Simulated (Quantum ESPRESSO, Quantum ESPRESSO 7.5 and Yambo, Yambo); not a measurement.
**LiCl (Fm-3m): G0W0 on several meshes in Yambo**

Wanted: mesh dependence and cost of G0W0 for LiCl (Fm-3m).

Main program and level: Quantum ESPRESSO 7.5 and Yambo 5.3.0; PBE and many-body steps on it, plane waves.

### 1. The starting structure

It takes space group Fm-3m (No. 225, cubic). The conventional cell has a = 5.143 Å, b = 5.143 Å, c = 5.143 Å, α = 90.00°, β = 90.00°, γ = 90.00°. Nearest to Li lie 6 Cl at 2.57 Å. Nearest to Cl lie 6 Li at 2.57 Å. Farther neighbours and most contacts between anions are not listed.

The cell and positions come from the Crystallography Open Database and are kept as given unless a step says otherwise.

### 2. Empty states on the mesh, 6×6×6 mesh, 406 bands

This step: Quantum ESPRESSO 7.5; DFT, PBE, plane waves, norm-conserving pseudopotentials.

The sums over transitions need many empty states on a uniform mesh; this step solves for them.

Input file pw.in:

```
&control
  calculation = 'nscf'
  prefix = 'x'
  outdir = 'o'
  pseudo_dir = 'pseudo'
/
&system
  ibrav = 0
  nat = 2
  ntyp = 2
  ecutwfc = 66.0
  nbnd = 406
  force_symmorphic = .true.
/
&electrons
  conv_thr = 1e-9
  electron_maxstep = 80
  diago_full_acc = .true.
  diago_thr_init = 5e-6
/
ATOMIC_SPECIES
  Li 6.94 Li.upf
  Cl 35.45 Cl.upf
CELL_PARAMETERS angstrom
  0.0000000000 2.5715000000 2.5715000000
  2.5715000000 0.0000000000 2.5715000000
  2.5715000000 2.5715000000 -0.0000000000
ATOMIC_POSITIONS crystal
  Li 0.0000000000 0.0000000000 0.0000000000
  Cl 0.5000000000 0.5000000000 0.5000000000
K_POINTS automatic
  6 6 6 0 0 0
```

Command:

```console
> OMP_NUM_THREADS=1 mpirun -n 4 pw.x -nk 4 -in pw.in > pw.out
```

The log of the run:

```text
Program PWSCF v.7.5 starts

     This program is part of the open-source Quantum ESPRESSO suite
     for quantum simulation of materials; please cite
         "P. Giannozzi et al., J. Phys.:Condens. Matter 21 395502 (2009);
         "P. Giannozzi et al., J. Phys.:Condens. Matter 29 465901 (2017);
         "P. Giannozzi et al., J. Chem. Phys. 152 154105 (2020);
     in publications or presentations arising from this work. More details at

     Atomic positions and unit cell read from directory:
     o/x.save/

     Message from routine setup:
[...]
87.2968  88.7795  89.3269  89.3269  92.7795  94.0223  94.9227  94.9227
     [... 39 further rows ...]
   288.8727 288.8727 289.4400 289.5585 289.6338 289.6338 289.7762 289.7762
   290.3494 292.0513 292.0513 293.6473 294.6138 295.5499

          k =-0.3536-0.3536 0.3536 (  2060 PWs)   bands (ev):

     [... further k-points ...]

     highest occupied, lowest unoccupied level (ev):     1.5999    7.8845

     XML data file, pseudopotentials, collected wavefunctions

=------------------------------------------------------------------------------=
   JOB DONE.
=------------------------------------------------------------------------------=
```

It took 63 s on 4 MPI ranks of Arm Neoverse V1, shared host; peak memory 0.55 GiB.

Numbers from this step:

| Property | Result |
| --- | --- |
| gap | 6.285 eV |
| k of the valence top | 0, 0, 0 |
| k of the conduction bottom | 0, 0, 0 |
| least direct gap | 6.285 eV |
| k points computed | 16 |
| lowest point of the top converged band, above the valence top | 288.3402 eV |

On this mesh the gap is 6.285 eV.

The density comes from a self-consistent run that is not shown.

### 3. Conversion and set-up

This step: Yambo 5.3.0; conversion and set-up on PBE, plane waves, norm-conserving pseudopotentials.

The states are converted to the many-body program's format and the q mesh is built.

Command:

```console
> (cd o/x.save; p2y > p2y.log; mv SAVE ../..); yambo > setup.log
```

The log of the run:

```text
 Yambo, version 5.3.0

 [02] CORE Variables Setup
 =========================

  [02.01] Unit cells
  ==================

  Cell kind             :  FCC
  Atoms in the cell     :  Li  Cl
  number of Li atoms    :  1
  number of Cl atoms    :  1

  List of atomic masses
  Mass of Li    :  6.940000
  Mass of Cl    :  35.45000

  List of atomic coordinates    : [cc]
  Li1       :  0.000000  0.000000  0.000000  order 1
  Cl1       :  4.859431  4.859431  4.859431  order 2

  Alat factors          :  4.859431  4.859431  4.859431 [a.u.]
  Direct lattice volume :  229.5018 [a.u.]
[...]
Q [ 1]         [rlu]:  0.000000  0.000000  0.000000
 Q [ 2]         [rlu]:  0.14937E-17  0.14937E-17  0.16667
 Q [ 3]         [rlu]:  0.29874E-17  0.29874E-17  0.33333
[...]
Q [ 8]         [rlu]: -0.63137E-16  0.16667     -0.33333
 Q [ 9]         [rlu]: -0.29874E-17  0.16667     -0.16667
 Q [10]         [rlu]: -0.79231E-17  0.33333      0.33333
     [... 4 further rows ...]
 Q [15]         [rlu]:  0.166667  0.333333 -0.333333
 Q [16]         [rlu]:  0.166667 -0.500000 -0.333333

  [03.01] X indexes
  =================

   [03.01.01] Sigma indexes
   ========================

 [06] Game Over & Game summary
```

Wall time 2.3 s (1 MPI rank); peak memory 0.24 GiB.

### 4. 6×6×6

Now the one-shot GW correction: screening in the RPA, then the self-energy of the levels asked for.

This step: G0W0 on PBE, plane waves, norm-conserving pseudopotentials.

Input file gw2.in:

```
HF_and_locXC
gw0
dyson
ppa
em1d
rim_cut
RandQpts= 1000000
RandGvec= 1 RL
EXXRLvcs= 66 Ry
VXCRLvcs= 264 Ry
Chimod= "HARTREE"
% BndsRnXp
 1 | 168 |
%
NGsBlkXp= 17 Ry
% LongDrXp
 1 | 1 | 1 |
%
% GbndRnge
 1 | 168 |
%
DysSolver= "n"
ExtendOut
PPAPntXp= 27.21138 eV
% QPkrange
 1 | 1 | 4 | 7 |
%
```

Command:

```console
> OMP_NUM_THREADS=1 mpirun -n 4 yambo -F gw2.in -J gw2 -C gw2 > gw2.log
```

The log of the run:

```text
 Yambo, version 5.3.0

 [02] CORE Variables Setup
 =========================

  [... cell, symmetries and grids as in the set-up ...]

  [02.05] Energies & Occupations
  ==============================

  [X] === General ===
  [X] Electronic Temperature                        :  0.000000  0.000000 [eV K]
  [X] Bosonic    Temperature                        :  0.000000  0.000000 [eV K]
  [X] Finite Temperature mode                       : no
  [X] El. density                                   :  0.29404E+24 [cm-3]
  [X] Fermi Level                                   :  1.599947 [eV]

  [X] === Gaps and Widths ===
  [X] Conduction Band Min                           :  6.284525 [eV]
  [X] Valence Band Max                              :  0.000000 [eV]
  [X] Filled Bands                                  :   5
  [X] Empty Bands                                   :     6   406
  [X] Direct Gap                                    :  6.284525 [eV]
  [X] Direct Gap localized at k                     :  1
  [X] Indirect Gap                                  :  6.284525 [eV]
  [X] Indirect Gap between kpts                     :  1  1
  [X] Last valence band width                       :  1.084541 [eV]
  [X] 1st conduction band width                     :  2.680913 [eV]

 [03] Transferred momenta grid and indexing
 ==========================================

 IBZ Q-points                                      :  16
 BZ  Q-points                                      :  216

 K/Q-points units:
 rlu = crystal or reduced units; cc = cartesian coordinates; iku = interal k-units

 Q [ 1]         [rlu]:  0.000000  0.000000  0.000000
 Q [ 2]         [rlu]:  0.14937E-17  0.14937E-17  0.16667
 Q [ 3]         [rlu]:  0.29874E-17  0.29874E-17  0.33333
 Q [ 4]         [rlu]: -0.20204E-16 -0.20204E-16 -0.50000
 Q [ 5]         [rlu]: -0.39616E-17  0.16667      0.16667
 Q [ 6]         [rlu]: -0.29407E-16  0.16667      0.33333
 Q [ 7]         [rlu]: -0.24768E-16  0.16667      0.50000
 Q [ 8]         [rlu]: -0.63137E-16  0.16667     -0.33333
 Q [ 9]         [rlu]: -0.29874E-17  0.16667     -0.16667
 Q [10]         [rlu]: -0.79231E-17  0.33333      0.33333
     [... 4 further rows ...]
 Q [15]         [rlu]:  0.166667  0.333333 -0.333333
 Q [16]         [rlu]:  0.166667 -0.500000 -0.333333

 [04] Coloumb potential Random Integration (RIM)
 ===============================================

  [04.01] RIM initialization
  ==========================

  * Diagonal components only detected *

  8 x (sBL volume)        :  0.040030 [a.u.]
  sBZ random points       :  1000000
  Points outside the sBZ  :   7968281
  RL volume               :  1.080820 [a.u.]
  Integrated volume       :  1.085122 [a.u.]

  [04.02] RIM integrals
  =====================

  Gamma point sphere radius             :  0.062051 [a.u.]
  Points outside the sphere             :   800476
  [Int_sBZ(q=0) 1/q^2]*(Vol_sBZ)^(-1/3) =:  7.776341
                                 should be <:  7.795600

  Summary of Coulomb integrals for non-metallic bands |Q|[au] RIM/Bare

  Q [1] 0.100000E-4 0.997530 * Q [2] 0.186627 1.068930
  Q [5] 0.215498 1.066842 * Q [9] 0.304760 1.029370
  Q [6] 0.357363 1.022832 * Q [3] 0.373253 1.020719
  Q [10] 0.430996 1.016898 * Q [8] 0.469667 1.014268
  Q [14] 0.481868 1.014084 * Q [7] 0.527860 1.012338
  Q [11] 0.559880 1.011418 * Q [4] 0.559880 1.011206
  Q [12] 0.609520 1.009969 * Q [15] 0.637452 1.009503
  Q [13] 0.646494 1.009835 * Q [16] 0.681464 1.009265

 [WARNING] [Xp] User bands 1-168 break level degeneracy

 [05] Dipoles
 ============

  [05.01] Setup: observables and procedures
  =========================================

 [06] Dynamic Dielectric Matrix (PPA)
 ====================================

 [WR./gw2//ndb.pp]---------------------------------------------------------------
  Brillouin Zone Q/K grids (IBZ/BZ)                :   16  216   16  216
  RL vectors                                       :  2733 [WF]
  Coulomb cutoff potential                         : none
  Electronic Temperature                           :  0.000000 [K]
  Bosonic    Temperature                           :  0.000000 [K]
  PPA    diel. fun.  energies                      : Perdew, Burke & Ernzerhof(X)+Perdew, Burke & Ernzerhof(C)
  wavefunctions                                    : Perdew, Burke & Ernzerhof(X)+Perdew, Burke & Ernzerhof(C)
  Global Gauge                                     : length
  X matrix size                                    :  307
  X band range                                     :    1  168
  X e/h energy range                               : -1.000000 -1.000000 [eV]
  X Time ordering                                  : R
  X Hxc Kernel                                     : HARTREE
  X Drude frequency                                :  0.000000  0.000000
  X poles                                          :  100.0000 [o/o]
  RL vectors in the sum                            :  2733
  [r,Vnl] included                                 : yes
  Field direction                                  :  0.577350E-5  0.577350E-5  0.577350E-5
  BZ energy Double Grid                            : no
  BZ energy DbGd points                            : 0
  BZ Q point size factor                           : -1.000000
  X Optical Averaged directions                    : none

 [07] Local Exchange-Correlation + Non-Local Fock
 ================================================

 [VXC] Plane waves :  16529
 [EXS] Plane waves :  2109

 QP @ state[ 1 ] K range:  1  1
 QP @ state[ 1 ] b range:   4   7

 [xc] Functional : Perdew, Burke & Ernzerhof(X)+Perdew, Burke & Ernzerhof(C)
 [xc] LIBXC used to calculate xc functional
  PP Number of Atomic Species                      :  2
  NLCC RL compoments                               :  16529
  PP Number of Atomic Species                      :  2
  NLCC RL compoments                               :  16529

 [xc] E_xc :  -4.646420 [Ha]
      E_xc :  -9.292840 [Ry]

  Local XC kind (lXC) : Perdew, Burke & Ernzerhof(X)+Perdew, Burke & Ernzerhof(C)
  Non-Local XC kind (nlXC) : Hartree-Fock

  Corrections @ K [1] :  [eV]
 <4|nlXC|4> = -18.99616  0.69320E-17 <4|lXC|4> = -14.69347  0.18882E-15
 <5|nlXC|5> = -18.99613 -0.48013E-17 <5|lXC|5> = -14.69347 -0.88528E-17
 <6|nlXC|6> = -4.760942  0.32818E-17 <6|lXC|6> = -9.169747  0.94455E-16
 <7|nlXC|7> = -4.381658  0.27786E-18 <7|lXC|7> = -9.606707  0.94407E-16

 [08] Dyson equation: Newton solver
 ==================================

  [08.01] G0W0 (W PPA)
  ====================

  [  GW  ] Bands range     :    1  168
  [GW/PPA] G damping       :  0.100000 [eV]

  QP @ state[ 1 ] K range:  1  1
  QP @ state[ 1 ] b range:   4   7

   Sc/G bands                                       :    1  168
   Sc/G damping                                     :  0.100000 ev
   Sc bands terminator                              : no
   Sx RL components                                 :  2109

   QP @ state[ 1 ] K range                          :  1  1
   QP @ state[ 1 ] b range                          :   4   7
   GF energies kind                                 : Perdew, Burke & Ernzerhof(X)+Perdew, Burke & Ernzerhof(C)
   GF WF`s kind                                     : Perdew, Burke & Ernzerhof(X)+Perdew, Burke & Ernzerhof(C)
   Xs energies kind                                 : Perdew, Burke & Ernzerhof(X)+Perdew, Burke & Ernzerhof(C)
   Xs WF`s kind                                     : Perdew, Burke & Ernzerhof(X)+Perdew, Burke & Ernzerhof(C)

 [11] Game Over & Game summary
```

The job ended after 5.2 min (4 MPI ranks; peak memory 1.7 GiB).

This step gave:

```
G0W0 gap on the points computed              : 9.029 eV
starting gap on the mesh                     : 6.285 eV
k of the valence top                         : 0, 0, 0
k of the conduction bottom                   : 0, 0, 0
least direct G0W0 gap on the computed points : 9.029 eV
Z at the valence top                         : 0.8083
Z at the conduction bottom                   : 0.8508
```

The gap on the mesh goes from 6.28 eV to 9.03 eV, a correction of +2.74 eV.

### 5. Empty states on the mesh, 4×4×4 mesh, 168 bands

This step: Quantum ESPRESSO 7.5; DFT, PBE, plane waves, norm-conserving pseudopotentials.

pw.in: that of step 2 with these lines changed.

```diff
@@ -11,3 +11,3 @@
   ecutwfc = 66.0
-  nbnd = 406
+  nbnd = 168
   force_symmorphic = .true.
@@ -31,2 +31,2 @@
 K_POINTS automatic
-  6 6 6 0 0 0
+  4 4 4 0 0 0
```

Command:

```console
> OMP_NUM_THREADS=1 mpirun -n 4 pw.x -nk 4 -in pw.in > pw.out
```

The log of the run:

```text
[banner, memory and clock lines left out]
Program PWSCF v.7.5 starts

     Atomic positions and unit cell read from directory:
     o/x.save/

     Message from routine setup:
     using ibrav=0 with symmetry is DISCOURAGED, use correct ibrav instead

     G-vector sticks info

     bravais-lattice index     =            0
     lattice parameter (alat)  =       6.8723  a.u.
     unit-cell volume          =     229.5018 (a.u.)^3
     number of atoms/cell      =            2
     number of atomic types    =            2
     number of electrons       =        10.00
[...]
[... 9 further rows ...]
[...]
k = 0.1768 0.1768-0.1768 (  2067 PWs)   bands (ev):

[...]
[... 9 further rows ...]
[...]
k =-0.3536-0.3536 0.3536 (  2060 PWs)   bands (ev):

[...]
[... 9 further rows ...]
   148.5296 148.5296 149.0069 149.0069 151.3647 151.3647 152.3122 152.3122
   155.2880 156.6179 156.6179 157.8897 157.8949 158.7524 159.2065 159.3649

          k = 0.3536 0.0000 0.0000 (  2045 PWs)   bands (ev):

     [... further k-points ...]

     highest occupied, lowest unoccupied level (ev):     1.5999    7.8845

     XML data file, pseudopotentials, collected wavefunctions
```

It took 7.2 s on 4 MPI ranks; peak memory 0.31 GiB.

Numbers from this step:

- gap: 6.285 eV
- k of the valence top: 0, 0, 0
- k of the conduction bottom: 0, 0, 0
- least direct gap: 6.285 eV
- k points computed: 8
- lowest point of the top converged band, above the valence top: 151.8072 eV

On this mesh the gap is 6.285 eV.

### 6. Conversion and set-up

This step: Yambo 5.3.0; conversion and set-up on PBE, plane waves, norm-conserving pseudopotentials.

Command:

```console
> (cd o/x.save; p2y > p2y.log; mv SAVE ../..); yambo > setup.log
```

The log of the run:

```text
 Yambo, version 5.3.0

 [02] CORE Variables Setup
 =========================

  [02.01] Unit cells
  ==================

  Cell kind             :  FCC
  Atoms in the cell     :  Li  Cl
  number of Li atoms    :  1
  number of Cl atoms    :  1

  List of atomic masses
  Mass of Li    :  6.940000
  Mass of Cl    :  35.45000

  List of atomic coordinates    : [cc]
  Li1       :  0.000000  0.000000  0.000000  order 1
  Cl1       :  4.859431  4.859431  4.859431  order 2

  Alat factors          :  4.859431  4.859431  4.859431 [a.u.]
  Direct lattice volume :  229.5018 [a.u.]
[...]
==========================================

 IBZ Q-points                                      :   8
 BZ  Q-points                                      :   64

 K/Q-points units:
 rlu = crystal or reduced units; cc = cartesian coordinates; iku = interal k-units

 Q [1]          [rlu]:  0.000000  0.000000  0.000000
 Q [2]          [rlu]:  0.10102E-16  0.10102E-16  0.25000
 Q [3]          [rlu]: -0.20204E-16 -0.20204E-16 -0.50000
[...]
Q [7]          [rlu]:  0.11885E-16 -0.50000     -0.50000
 Q [8]          [rlu]:  0.250000 -0.500000 -0.250000

  [03.01] X indexes
  =================

   [03.01.01] Sigma indexes
   ========================

 [06] Game Over & Game summary
```

Elapsed: 2.1 s, on 1 MPI rank; peak memory 0.24 GiB.

### 7. 4×4×4

This step: G0W0 on PBE, plane waves, norm-conserving pseudopotentials.

Input file gw11.in:

```
HF_and_locXC
gw0
dyson
ppa
em1d
rim_cut
RandQpts= 1000000
RandGvec= 1 RL
EXXRLvcs= 66 Ry
VXCRLvcs= 264 Ry
Chimod= "HARTREE"
% BndsRnXp
 1 | 168 |
%
NGsBlkXp= 17 Ry
% LongDrXp
 1 | 1 | 1 |
%
% GbndRnge
 1 | 168 |
%
DysSolver= "n"
ExtendOut
PPAPntXp= 27.21138 eV
% QPkrange
 1 | 1 | 4 | 7 |
%
```

Command:

```console
> OMP_NUM_THREADS=1 mpirun -n 4 yambo -F gw11.in -J gw11 -C gw11 > gw11.log
```

The log of the run:

```text
 Yambo, version 5.3.0

 [02] CORE Variables Setup
 =========================

  [... cell, symmetries and grids as in the set-up ...]

  [02.05] Energies & Occupations
  ==============================

  [X] === General ===
  [X] Electronic Temperature                        :  0.000000  0.000000 [eV K]
  [X] Bosonic    Temperature                        :  0.000000  0.000000 [eV K]
  [X] Finite Temperature mode                       : no
  [X] El. density                                   :  0.29404E+24 [cm-3]
  [X] Fermi Level                                   :  1.599947 [eV]

  [X] === Gaps and Widths ===
  [X] Conduction Band Min                           :  6.284525 [eV]
  [X] Valence Band Max                              :  0.000000 [eV]
  [X] Filled Bands                                  :   5
  [X] Empty Bands                                   :    6  168
  [X] Direct Gap                                    :  6.284525 [eV]
  [X] Direct Gap localized at k                     :  1
  [X] Indirect Gap                                  :  6.284525 [eV]
  [X] Indirect Gap between kpts                     :  1  1
  [X] Last valence band width                       :  1.084541 [eV]
  [X] 1st conduction band width                     :  3.173329 [eV]

 [03] Transferred momenta grid and indexing
 ==========================================

 IBZ Q-points                                      :   8
 BZ  Q-points                                      :   64

 K/Q-points units:
 rlu = crystal or reduced units; cc = cartesian coordinates; iku = interal k-units

 Q [1]          [rlu]:  0.000000  0.000000  0.000000
 Q [2]          [rlu]:  0.10102E-16  0.10102E-16  0.25000
 Q [3]          [rlu]: -0.20204E-16 -0.20204E-16 -0.50000
[...]
================================================

 [VXC] Plane waves :  16529
 [EXS] Plane waves :  2109

 QP @ state[ 1 ] K range:  1  1
 QP @ state[ 1 ] b range:   4   7

 [xc] Functional : Perdew, Burke & Ernzerhof(X)+Perdew, Burke & Ernzerhof(C)
 [xc] LIBXC used to calculate xc functional
  PP Number of Atomic Species                      :  2
  NLCC RL compoments                               :  16529
  PP Number of Atomic Species                      :  2
  NLCC RL compoments                               :  16529

 [xc] E_xc :  -4.647338 [Ha]
      E_xc :  -9.294676 [Ry]

  Local XC kind (lXC) : Perdew, Burke & Ernzerhof(X)+Perdew, Burke & Ernzerhof(C)
  Non-Local XC kind (nlXC) : Hartree-Fock

  Corrections @ K [1] :  [eV]
 <4|nlXC|4> = -18.94274  0.11102E-16 <4|lXC|4> = -14.69504  0.94405E-16
 <5|nlXC|5> = -18.94267 -0.85953E-17 <5|lXC|5> = -14.69504 -0.70150E-22
 <6|nlXC|6> = -4.709221 -0.29390E-18 <6|lXC|6> = -9.165652  0.11801E-16
 <7|nlXC|7> = -4.372080 -0.59387E-18 <7|lXC|7> = -9.604471 -0.78026E-22

 [08] Dyson equation: Newton solver
 ==================================

  [08.01] G0W0 (W PPA)
  ====================

  [  GW  ] Bands range     :    1  168
  [GW/PPA] G damping       :  0.100000 [eV]

  QP @ state[ 1 ] K range:  1  1
  QP @ state[ 1 ] b range:   4   7

   Sc/G bands                                       :    1  168
   Sc/G damping                                     :  0.100000 ev
   Sc bands terminator                              : no
   Sx RL components                                 :  2109

   QP @ state[ 1 ] K range                          :  1  1
   QP @ state[ 1 ] b range                          :   4   7
   GF energies kind                                 : Perdew, Burke & Ernzerhof(X)+Perdew, Burke & Ernzerhof(C)
   GF WF`s kind                                     : Perdew, Burke & Ernzerhof(X)+Perdew, Burke & Ernzerhof(C)
   Xs energies kind                                 : Perdew, Burke & Ernzerhof(X)+Perdew, Burke & Ernzerhof(C)
   Xs WF`s kind                                     : Perdew, Burke & Ernzerhof(X)+Perdew, Burke & Ernzerhof(C)

 [11] Game Over & Game summary
```

Elapsed: 65 s, on 4 MPI ranks; peak memory 1.4 GiB.

Numbers from this step:

```
G0W0 gap on the points computed              : 9.021 eV
starting gap on the mesh                     : 6.285 eV
k of the valence top                         : 0, 0, 0
k of the conduction bottom                   : 0, 0, 0
least direct G0W0 gap on the computed points : 9.021 eV
Z at the valence top                         : 0.8096
Z at the conduction bottom                   : 0.8508
```

Against G0W0 in Yambo (6×6×6 mesh, 168 bands, screening to 231.3 eV, Godby-Needs plasmon pole), the gap moves by −0.008 eV.

(Part 1 of 2 ends here.)

[Paths, hosts, dates, memory and timing lines, banners, echoed tables and standing remarks are left out of the program output.]

[Logs are printed without paths, hosts, clocks, repeated set-up lines and the standing remarks that a program may print on its own settings, such as how far it seeks lower states.]

[Runs of the session that timed out or met a known fault of the program may be left out.]

[Hosts, paths, dates, database ids (printed as entryN), source tags and the programs' standing remarks are cut or masked in the printed files.]
